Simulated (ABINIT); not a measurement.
Sn:

```
Sn
1.0
     0.00000    3.23334    3.23334
     3.23334    0.00000    3.23334
     3.23334    3.23334    0.00000
Sn
2
Direct
  0.75000 0.75000 0.75000
  0.50000 0.50000 0.50000
```

This isn't the form of Sn at room conditions, which is tetragonal (white tin).

```yaml
Program: ABINIT 10.8.3 (patched build)
Task: relaxation of cell and atoms
Functional: PBEsol
Potentials_or_basis: Ansatz PAW PBE default generated set, frozen core
Cutoff: 419 eV
k_mesh: 5 × 5 × 5
Occupations: fermi-dirac, width 0.05 eV
Spin: no spin polarisation
```

At the start: pressure 1.8 GPa; volume 33.80 Å³/atom.

Question: Where does the relaxation end?

Answer: Over 4 steps the energy falls by 7.1 meV/atom and the volume is 35.14 Å³/atom (+3.9 %); space group Fd-3m (No. 227, to 0.05 Å).

Step by step:
| step | energy change (eV) | largest force (eV/Å) | pressure (GPa) | volume (Å³) |
| --- | --- | --- | --- | --- |
| 1 | 0.0000 | 0.0000 | 1.77 | 67.61 |
| 2 | -0.0037 | 0.0000 | 1.50 | 67.97 |
| 3 | -0.0142 | 0.0000 | 0.08 | 70.15 |
| 4 | -0.0142 | 0.0000 | 0.00 | 70.27 |

Final structure:
```
Sn
1.0
     0.00000    3.27533    3.27533
     3.27533    0.00000    3.27533
     3.27533    3.27533    0.00000
Sn
2
Direct
  0.75000 0.75000 0.75000
  0.50000 0.50000 0.50000
```

Caveat: the PAW data sets were made with another functional, which shifts forces and pressure a little.
